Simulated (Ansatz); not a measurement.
**Ligand exchange: InH2(OH) + C3H8S → InH2(SH) + C3H8O**

Species: InH2(OH), singlet; C3H8S (1-propanethiol) `CCCS`, singlet; InH2(SH), singlet; C3H8O (1-propanol) `CCCO`, singlet. The partners trade OH for SH: In–OH and C–SH bonds give way to In–SH and C–OH.

Shapes, held fixed at every level: PBE0-D4/def2-TZVP. Flexible molecules stand in one conformer, not always the lowest. Programs: Ansatz 0.2.0. Electronic energies: no zero-point or thermal term.

| level | kind | ΔE (kJ/mol) | less CCSD(T)/def2-TZVPP | CPU time (sum over the molecules) |
| --- | --- | --- | --- | --- |
| PBE-D4/def2-TZVPP | GGA | -26.2 | +1.4 | 25 s |
| r2SCAN-D4/def2-TZVPP | meta-GGA | -29.1 | -1.5 | 45 s |
| B3LYP-D4/def2-TZVPP | global hybrid | -28.0 | -0.4 | 41 s |
| wB97X-V/def2-TZVPP | range-separated hybrid | -28.4 | -0.8 | 70 s |
| B2PLYP/def2-TZVPP | double hybrid | -27.3 | +0.3 | 49 s |
| MP2/def2-TZVPP | perturbation theory | -21.4 | +6.2 | – |
| CCSD(T)/def2-TZVPP | coupled cluster or CI | -27.6 | 0.0 | 14 min |

The highest level, CCSD(T)/def2-TZVPP, gives ΔE = -27.6 kJ/mol; the levels span -29.1 to -21.4. The column of differences is taken from that level and isn't an error. No measured value is set beside it here. For atoms past krypton def2 sets carry core potentials with scalar relativity. Outer-core shells of In are correlated in most correlated rows, in sets that cover them unevenly. Times are processor times on shared x86 and Arm servers, and rough.
